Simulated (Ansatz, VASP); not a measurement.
Two plane-wave programs on Pd

INCAR

```
SYSTEM = Pd
ALGO = Normal
EDIFF = 1E-6
ENCUT = 520
GGA = PE
ISIF = 2
ISMEAR = 0
LASPH = .True.
LCHARG = .False.
LREAL = .False.
LWAVE = .False.
NBANDS = 11
NELM = 80
PREC = Accurate
SIGMA = 0.020999999999999998
```

File KPOINTS:

```
k-points
0
Gamma
  12 12 12
  0 0 0
```

File POSCAR:

```
Pd
1.0
   -1.5722810000      1.5722810000      1.5722810000
    1.5722810000     -1.5722810000      1.5722810000
    1.5722810000      1.5722810000     -1.5722810000
Pd
1
Direct
    0.0000000000      0.0000000000      0.0000000000
```

input.yaml

```yaml
crystal:
  lattice:
    - [-1.572281, 1.572281, 1.572281]
    - [1.572281, -1.572281, 1.572281]
    - [1.572281, 1.572281, -1.572281]
  atoms:
    - { symbol: Pd, position: [0.0, 0.0, 0.0] }
hamiltonian:
  xc: pbe
  pseudopotentials: { kind: paw }
kpoints:
  mp_grid: { grid: [12, 12, 12] }
scf:
  occupations: { method: gaussian, width: 0.021 }
output:
  forces: true
  stress: true
  eigenvalues: true
```

This isn't the form of Pd at room conditions, which is fcc.

Alike in both runs: task single point; functional PBE; k mesh 12 × 12 × 12; occupations gaussian, width 0.021 eV; no spin polarisation.

|  | VASP | Ansatz |
| --- | --- | --- |
| version | VASP 6.6.1 | Ansatz 0.2.0 |
| potentials or method | VASP PAW PBE potentials, release 64 (Pd) | Ansatz PAW |
| plane-wave cutoff (eV) | 520 | 420 |
| valence electrons in the cell | 10 | 18 |

Ansatz gave:

| Property | Result |
| --- | --- |
| gap on the k mesh at the Fermi level (eV) | none |
| pressure (GPa) | -1.2 |

**Question.** Estimate VASP's values.

**Answer.** gap on the k mesh at the Fermi level (eV): none; pressure (GPa): -1.5.

A gap of «none» marks a metal or a gap that the smearing closes. The two sets of potentials don't hold the same shells in valence.
